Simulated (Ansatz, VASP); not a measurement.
## KBr: VASP beside Ansatz

```
CELL_PARAMETERS angstrom
0.00000 3.30000 3.30000
3.30000 0.00000 3.30000
3.30000 3.30000 0.00000
ATOMIC_POSITIONS crystal
Br 0.50000 0.50000 0.50000
K 0.00000 0.00000 0.00000
```

Alike in both runs: task single point; functional PBE; k mesh 7 × 7 × 7; occupations gaussian, width 0.024 eV; no spin polarisation.

```csv
,VASP,Ansatz
version,VASP 6.6.1,Ansatz 0.2.0
potentials or method,"VASP PAW PBE potentials, release 64 (Br, K_sv)",Ansatz PAW
plane-wave cutoff (eV),520,420
valence electrons in the cell,16,16
```

```tsv
	VASP	Ansatz	Ansatz less VASP
gap on the k mesh at the Fermi level (eV)	4.43	4.44	+0.002
least direct gap on the mesh (eV)	4.43	4.44	+0.002
pressure (GPa)	0.8	0.7	-0.04
```

The functional is the same, so the differences come from potentials, cutoffs and numerics.

Caveats: an odd mesh through Γ misses points on the zone boundary, where band edges often lie (VASP); odd divisions of the mesh miss points on the zone boundary, where band edges often lie, so the gap on the mesh can be too wide (Ansatz).
